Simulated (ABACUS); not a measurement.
# GaN (F-43m) in ABACUS: a series of runs, part 2 of 2

ABACUS 3.10.1.

### Step 3. Relaxation of cell and atoms, LDA

File run_abacus.py:

```python
"""Relaxation by an ASE optimiser with ABACUS as a small file-based calculator."""
import re
import subprocess
import spglib
from ase import Atoms
import numpy as np
from ase.calculators.calculator import Calculator, all_changes
from ase.filters import FrechetCellFilter
from ase.io import read
from ase.optimize import LBFGS
from ase.stress import full_3x3_to_voigt_6_stress
from ase.units import Bohr, GPa

atoms = read("GaN.cif")
cell, frac, numbers = spglib.standardize_cell((atoms.cell[:], atoms.get_scaled_positions(), atoms.numbers), to_primitive=True, symprec=1e-4)
atoms = Atoms(numbers=numbers, cell=cell, scaled_positions=frac, pbc=True)  # the primitive cell
atoms = atoms[(-atoms.numbers).argsort(kind="stable")]  # ABACUS lists atoms element by element
pseudo = {'Ga': 'ga_lda_v1.4.uspp.F.UPF', 'N': 'n_lda_v1.2.uspp.F.UPF'}
orbital = {}
magmoms = None
kmesh = [8, 8, 8]
params = {
    'suffix': 'GaN',
    'calculation': 'scf',
    'basis_type': 'pw',
    'pseudo_dir': './',
    'symmetry': 1,
    'dft_functional': 'pz',
    'ecutwfc': 40,
    'pseudo_rcut': 10,
    'nspin': 1,
    'nbands': 16,
    'ks_solver': 'dav',
    'smearing_method': 'fd',
    'smearing_sigma': 0.00367493,
    'scf_thr': 1e-08,
    'scf_nmax': 100,
    'mixing_type': 'broyden',
    'mixing_beta': 0.7,
    'cal_force': 1,
    'cal_stress': 1,
    'ecutrho': 320,
    'kpar': 4,
}

def write_input(atoms):
    symbols = atoms.get_chemical_symbols()
    elements = list(dict.fromkeys(symbols))
    lines = ["ATOMIC_SPECIES"] + [f"{e} {atoms.get_masses()[symbols.index(e)]:.4f} {pseudo[e]}" for e in elements]
    if orbital:
        lines += ["", "NUMERICAL_ORBITAL"] + [orbital[e] for e in elements]
    lines += ["", "LATTICE_CONSTANT", f"{1 / Bohr:.10f}", "", "LATTICE_VECTORS"]
    lines += [" ".join(f"{x:.10f}" for x in v) for v in atoms.cell]
    lines += ["", "ATOMIC_POSITIONS", "Direct"]
    for e in elements:
        lines += ["", e, "0.0", str(symbols.count(e))]
        for i, p in enumerate(atoms.get_scaled_positions(wrap=False)):
            if symbols[i] == e:
                mag = "" if magmoms is None else " mag " + " ".join(str(x) for x in (magmoms[i] if isinstance(magmoms[i], list) else [magmoms[i]]))
                lines.append(" ".join(f"{x:.10f}" for x in p) + " 1 1 1" + mag)
    open("STRU", "w").write("\n".join(lines) + "\n")
    open("KPT", "w").write("K_POINTS\n0\nGamma\n%d %d %d 0 0 0\n" % tuple(kmesh))
    open("INPUT", "w").write("INPUT_PARAMETERS\n" + "".join(f"{k:<20s}{v}\n" for k, v in params.items()))

class Abacus(Calculator):
    implemented_properties = ["energy", "free_energy", "forces", "stress"]

    def calculate(self, atoms=None, properties=("energy",), system_changes=all_changes):
        super().calculate(atoms, properties, system_changes)
        write_input(self.atoms)
        subprocess.run(['mpirun', '-np', '4', 'abacus'], check=True)
        log = open("OUT.GaN/running_scf.log").read()
        if "charge density convergence is achieved" not in log:
            raise RuntimeError("SCF not converged")
        rows = lambda title, n: np.array([l.split()[-3:] for l in log.split(title)[-1].split("\n")[2:2 + n]], float)
        energy = float(re.findall(r"FINAL_ETOT_IS (\S+)", log)[-1])
        stress = -rows("TOTAL-STRESS", 3) / 10 * GPa  # ABACUS prints kbar, compression positive
        self.results = dict(energy=energy, free_energy=energy, forces=rows("TOTAL-FORCE", len(self.atoms)), stress=full_3x3_to_voigt_6_stress(stress))

atoms.calc = Abacus()
opt = LBFGS(FrechetCellFilter(atoms), logfile="opt.log", trajectory="relax.traj")
print("optimiser converged:", opt.run(fmax=0.03, steps=60))
```

File GaN.cif:

```cif
data_GaN
_cell_length_a 4.50700122
_cell_length_b 4.50700122
_cell_length_c 4.50700122
_cell_angle_alpha 90.00000000
_cell_angle_beta 90.00000000
_cell_angle_gamma 90.00000000
_space_group_name_H-M_alt 'F-43m'
_space_group_name_Hall 'F -4 2 3'
_space_group_IT_number 216
loop_
_space_group_symop_operation_xyz
'x,y,z'
'y,-x,-z'
'-x,-y,z'
'-y,x,-z'
'x,-y,-z'
'y,x,z'
'-x,y,-z'
'-y,-x,z'
'z,x,y'
'-z,y,-x'
'z,-x,-y'
'-z,-y,x'
'-z,x,-y'
'z,y,x'
'-z,-x,y'
'z,-y,-x'
'y,z,x'
'-x,-z,y'
'-y,z,-x'
'x,-z,-y'
'-y,-z,x'
'x,z,y'
'y,-z,-x'
'-x,z,-y'
'x,y+1/2,z+1/2'
'y,-x+1/2,-z+1/2'
'-x,-y+1/2,z+1/2'
'-y,x+1/2,-z+1/2'
'x,-y+1/2,-z+1/2'
'y,x+1/2,z+1/2'
'-x,y+1/2,-z+1/2'
'-y,-x+1/2,z+1/2'
'z,x+1/2,y+1/2'
'-z,y+1/2,-x+1/2'
'z,-x+1/2,-y+1/2'
'-z,-y+1/2,x+1/2'
'-z,x+1/2,-y+1/2'
'z,y+1/2,x+1/2'
'-z,-x+1/2,y+1/2'
'z,-y+1/2,-x+1/2'
'y,z+1/2,x+1/2'
'-x,-z+1/2,y+1/2'
'-y,z+1/2,-x+1/2'
'x,-z+1/2,-y+1/2'
'-y,-z+1/2,x+1/2'
'x,z+1/2,y+1/2'
'y,-z+1/2,-x+1/2'
'-x,z+1/2,-y+1/2'
'x+1/2,y,z+1/2'
'y+1/2,-x,-z+1/2'
'-x+1/2,-y,z+1/2'
'-y+1/2,x,-z+1/2'
'x+1/2,-y,-z+1/2'
'y+1/2,x,z+1/2'
'-x+1/2,y,-z+1/2'
'-y+1/2,-x,z+1/2'
'z+1/2,x,y+1/2'
'-z+1/2,y,-x+1/2'
'z+1/2,-x,-y+1/2'
'-z+1/2,-y,x+1/2'
'-z+1/2,x,-y+1/2'
'z+1/2,y,x+1/2'
'-z+1/2,-x,y+1/2'
'z+1/2,-y,-x+1/2'
'y+1/2,z,x+1/2'
'-x+1/2,-z,y+1/2'
'-y+1/2,z,-x+1/2'
'x+1/2,-z,-y+1/2'
'-y+1/2,-z,x+1/2'
'x+1/2,z,y+1/2'
'y+1/2,-z,-x+1/2'
'-x+1/2,z,-y+1/2'
'x+1/2,y+1/2,z'
'y+1/2,-x+1/2,-z'
'-x+1/2,-y+1/2,z'
'-y+1/2,x+1/2,-z'
'x+1/2,-y+1/2,-z'
'y+1/2,x+1/2,z'
'-x+1/2,y+1/2,-z'
'-y+1/2,-x+1/2,z'
'z+1/2,x+1/2,y'
'-z+1/2,y+1/2,-x'
'z+1/2,-x+1/2,-y'
'-z+1/2,-y+1/2,x'
'-z+1/2,x+1/2,-y'
'z+1/2,y+1/2,x'
'-z+1/2,-x+1/2,y'
'z+1/2,-y+1/2,-x'
'y+1/2,z+1/2,x'
'-x+1/2,-z+1/2,y'
'-y+1/2,z+1/2,-x'
'x+1/2,-z+1/2,-y'
'-y+1/2,-z+1/2,x'
'x+1/2,z+1/2,y'
'y+1/2,-z+1/2,-x'
'-x+1/2,z+1/2,-y'
loop_
_atom_site_label
_atom_site_type_symbol
_atom_site_symmetry_multiplicity
_atom_site_Wyckoff_symbol
_atom_site_fract_x
_atom_site_fract_y
_atom_site_fract_z
_atom_site_occupancy
Ga1 Ga 4 a 0.0000000000 0.0000000000 0.0000000000 1
N1 N 4 d 0.2500000000 0.2500000000 0.7500000000 1
```

Potentials or basis: GBRV ultrasoft 1.5 LDA, plane waves.

Command:

```
$ OMP_NUM_THREADS=1 python run_abacus.py > log
```

running log:

```text
ABACUS v3.10.1

               Atomic-orbital Based Ab-initio Computation at UStc

 ------------------------------------------------------------------------------------

 READING GENERAL INFORMATION
                           global_out_dir = OUT.GaN/
                           global_in_card = INPUT
                               pseudo_dir = ./
[... 8 lines left out ...]

 READING ATOM TYPE 1
                               atom label = Ga
                      L=0, number of zeta = 1
                      L=1, number of zeta = 1
                      L=2, number of zeta = 1
             number of atom for this type = 1

 READING ATOM TYPE 2
                               atom label = N
                      L=0, number of zeta = 1
                      L=1, number of zeta = 1
                      L=2, number of zeta = 1
             number of atom for this type = 1

                        TOTAL ATOM NUMBER = 2
DIRECT COORDINATES
    atom                   x                   y                   z     mag                  vx                  vy                  vz
taud_Ga1            0.0000000000        0.0000000000        0.0000000000  0.0000        0.0000000000        0.0000000000        0.0000000000
taud_N1            0.7500000000        0.7500000000        0.7500000000  0.0000        0.0000000000        0.0000000000        0.0000000000

                          Volume (Bohr^3) = 149.256
                             Volume (A^3) = 22.1174

 Lattice vectors: (Cartesian coordinate: in unit of a_0)
                   +0            +2.22793            +2.22793
             +2.22793                  +0            +2.22793
             +2.22793            +2.22793                  +0
 Reciprocal vectors: (Cartesian coordinate: in unit of 2 pi/a_0)
            -0.224423           +0.224423           +0.224423
            +0.224423           -0.224423           +0.224423
            +0.224423           +0.224423           -0.224423
 The esolver type has been set to : ksdft_pw

                PAO radial cut off (Bohr) = 10

 Read in pseudopotential file is ga_lda_v1.4.uspp.F.UPF
                     pseudopotential type = US
          exchange-correlation functional = PZ
                 nonlocal core correction = 1
                        valence electrons = 19
                                     lmax = 2
                           number of zeta = 4
[... 7 lines left out ...]
                PAO radial cut off (Bohr) = 10

 Read in pseudopotential file is n_lda_v1.2.uspp.F.UPF
                     pseudopotential type = US
          exchange-correlation functional = PZ
                 nonlocal core correction = 1
                        valence electrons = 5
                                     lmax = 1
                           number of zeta = 2
                     number of projectors = 4
                           L of projector = 0
                           L of projector = 0
                           L of projector = 1
                           L of projector = 1
     initial pseudo atomic orbital number = 16

 SETUP THE ELECTRONS NUMBER
            electron number of element Ga = 19
      total electron number of element Ga = 19
             electron number of element N = 5
[... 175 lines left out ...]
 Ga non-local projectors:
 projector 1 L=0
 projector 2 L=0
 projector 3 L=1
 projector 4 L=1
 projector 5 L=2
 projector 6 L=2
 N non-local projectors:
 projector 1 L=0
 projector 2 L=0
 projector 3 L=1
 projector 4 L=1
      TOTAL NUMBER OF NONLOCAL PROJECTORS = 26

 Init Non-Local PseudoPotential table :
 Init Non-Local-Pseudopotential done.

                                     npwx = 632

 Make real space PAO into reciprocal space.
       max mesh points in Pseudopotential = 693
     dq(describe PAO in reciprocal space) = 0.01
                                    max q = 763

 number of pseudo atomic orbitals for Ga is 4
WARNING: norm of atomic wavefunction # 4 of atomic type Ga is 0.999973, renormalized

 number of pseudo atomic orbitals for N is 2
WARNING: norm of atomic wavefunction # 2 of atomic type N is 0.999999, renormalized

 -------------------------------------------
 SELF-CONSISTENT
 -------------------------------------------
                                 init_chg = atomic

 PW ALGORITHM --------------- ION=   1  ELEC=   1--------------------------------

 Density error is 5.70405295356
                          Error Threshold = 0.01
----------------------------------------------------------
     Energy           Rydberg                 eV
----------------------------------------------------------
 E_KohnSham     -431.8718437990      -5875.9178814328
 E_Harris       -487.0256223514      -6626.3235359755
 E_Fermi        0.9951422791         13.5396053168
----------------------------------------------------------
[... 87 lines left out ...]
 Density error is 2.27101027291e-09
                          Error Threshold = 1.91522672305e-10
----------------------------------------------------------
     Energy           Rydberg                 eV
----------------------------------------------------------
 E_KohnSham     -435.2134011712      -5921.3821018884
 E_KS(sigma->0) -435.2134011712      -5921.3821018884
 E_Harris       -435.2123178015      -5921.3673618872
 E_band         -34.4906015944       -469.2687091311
 E_one_elec     -333.0083329075      -4530.8108090229
 E_Hartree      179.3201526595       2439.7758423987
 E_xc           -53.2541138634       -724.5593904824
 E_Ewald        -228.2711070598      -3105.7877447817
 E_entropy(-TS) -0.0000000000        -0.0000000001
 E_descf        0.0000000000         0.0000000000
 E_exx          0.0000000000         0.0000000000
 E_Fermi        0.8848677555         12.0392434509
----------------------------------------------------------

 charge density convergence is achieved
 final etot is -5921.3821019 eV
 EFERMI = 12.039243451 eV

 STATE ENERGY(eV) AND OCCUPATIONS    NSPIN == 1
 1/8 kpoint (Cartesian) = 0.0000 0.0000 0.0000 (609 pws)
       1       -81.2656     0.00390625
       2       -81.2656     0.00390625
       3       -81.2656     0.00390625
       4       -5.07168     0.00390625
       5       -2.50014     0.00390625
       6       -2.50014     0.00390625
[... 8 lines left out ...]
      15        21.3738    3.25527e-84
      16        21.3738    3.25527e-84
[... 76 lines left out ...]
       3       -81.2662      0.0234375
       4       -4.82600      0.0234375
       5       -2.45603      0.0234375
       6       -2.45603      0.0234375
[... 8 lines left out ...]
      15        21.8916    6.20954e-88
      16        21.8916    6.20954e-88

[... levels at 2 further k points ...]

------------------------------------------------------------------------------------------
 TOTAL-FORCE (eV/Angstrom)
------------------------------------------------------------------------------------------
                       Ga1         0.0000000000         0.0000000000         0.0000000000
                        N1         0.0000000000         0.0000000000         0.0000000000
------------------------------------------------------------------------------------------

----------------------------------------------------------------
 TOTAL-STRESS (KBAR)
----------------------------------------------------------------
         1.8088951969         0.0000000000        -0.0000000000
         0.0000000000         1.8088951969         0.0000000000
        -0.0000000000        -0.0000000000         1.8088951969
----------------------------------------------------------------
 TOTAL-PRESSURE: 1.808895 KBAR

 --------------------------------------------
 !FINAL_ETOT_IS -5921.3821018884100340 eV
 --------------------------------------------
```

It took 10 s on 4 MPI ranks of AMD EPYC 9R45 (Zen 5), shared host; peak memory 0.44 GiB.

Results:

```
Free energy                            : -5921.3821 eV
Relaxed volume                         : 11.06 Å³/atom
Relaxed cell                           : a = 3.151 Å, b = 3.151 Å, c = 3.151 Å, α = 60.00°, β = 60.00°, γ = 60.00°
Space group after relaxing (to 0.05 Å) : F-43m (No. 216)
Energy gained by relaxing              : 5.8 meV/atom
Ionic steps                            : 3
Pressure after relaxing                : 0.2 GPa
Band gap on the k mesh                 : 1.96 eV, direct
```

The path:
```csv
step,energy change (eV),largest force (eV/Å),pressure (GPa),volume (Å³)
1,0.0000,0.0000,-6.31,22.89
2,-0.0064,0.0000,-4.57,22.67
3,-0.0115,0.0000,0.18,22.12
```

Final structure:
```
CELL_PARAMETERS angstrom
0.00000 2.22793 2.22793
2.22793 0.00000 2.22793
2.22793 2.22793 0.00000
ATOMIC_POSITIONS crystal
Ga 0.00000 0.00000 0.00000
N 0.75000 0.75000 0.75000
```

### Step 4. Against experiment

Step 2. Measured gap of GaN: 3.299 eV (direct; 0 K; a printed reference work, textbook). This calculation gives 1.74 eV (-1.56 eV). Spin-orbit coupling on Ga is left out. The value is that of LDA, without temperature or zero-point motion. Semilocal functionals fall short of measured gaps as a rule. The cell is a database's relaxed one, not the measured one, which moves gaps too.
